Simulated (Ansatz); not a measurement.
Input and command of a plane-wave DFT calculation in Ansatz:

```yaml
crystal:
  lattice:
    - [3.0534023717, 0.0, 0.0]
    - [-1.5267011859, 2.6443240219, 0.0]
    - [0.0, 0.0, 7.4792777901]
  atoms:
    - { symbol: Li, position: [0.0, 0.0, 0.0] }
    - { symbol: Li, position: [0.3333333333, 0.6666666667, 0.3333333333] }
    - { symbol: Li, position: [0.6666666667, 0.3333333333, 0.6666666667] }
basis:
  ecutwfc: 420
kpoints:
  mp_grid: { grid: [21, 21, 16] }
hamiltonian:
  xc: pbesol
scf:
  occupations: { method: gaussian, width: 0.1 }
output:
  forces: true
  stress: true
  eigenvalues: true
```

```bash
ansatz run input.yaml --threads 2 --pin off --max-ram 5120MiB --backend cpu --events-out ev --progress --plain --runs-dir out
```

Processor: Arm Neoverse V2, 2 threads, on a host shared with other jobs.

Task: Estimate time, memory and problem size.

Result: About 6.8 s on 2 threads of Arm Neoverse V2 (shared host), peak memory 0.61 GiB. It solves 9 bands at 691 k points (the mesh reduced by the symmetry that the task leaves, which can be less than the crystal's) with about 1213 plane waves, in 6 SCF iterations.
